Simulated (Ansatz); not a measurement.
## Li: energy along a strain

Li, Fm-3m, a = 4.404 Å (as given, not relaxed at this level: -1.9 GPa). This isn't the element's structure at ambient conditions. Ansatz: PBE+D3(BJ), PAW, 420 eV, Γ-centred 18×18×18 mesh on 1 atom, Gaussian smearing 0.15 eV; no spin polarisation. Cell vectors (Å): 0.000 2.202 2.202; 2.202 0.000 2.202; 2.202 2.202 0.000. The cell is strained by x per cent times the pattern (0 1 0 0 0 0) in the order xx yy zz yz xz xy (engineering shears), with fractional coordinates held. y is the free energy over the start, V0 = 21.354 Å³/atom. Points with a strain past 8.5 % were computed too (3) and aren't used here.

```
x (%) y (meV/atom)
-7.50             ?
-5.00        -10.46
-2.50         -5.78
 0.00          0.00
 2.50          6.81
 5.00         14.56
 7.50         23.24
```

Fit y = c1 x + c2 x² + c3 x³ to the other rows, get the stiffness along the pattern, and predict the missing energy.

Least squares on the rows shown. y = 2.5196 x + 0.082132 x² − 0.00066207 x³. The clamped-ion stiffness p·C·p = 2 × 0.8213 eV × 160.2 / 21.354 Å³ = 12.3 GPa, which is C22 in these axes (C11 of the cubic crystal) (second derivative at the start, which stands under stress). At x = -7.50 the fit asked for gives -14.00 meV/atom. The run gave -14.17 meV/atom, so the fit is 0.17 meV/atom too high, 0.45 % of the span of the series, against an rms of 0.006 meV/atom on the fitted rows. The row lies outside the fitted range. With a term in x⁴ added, a fit to the same known rows predicts -13.92 meV/atom, further off still.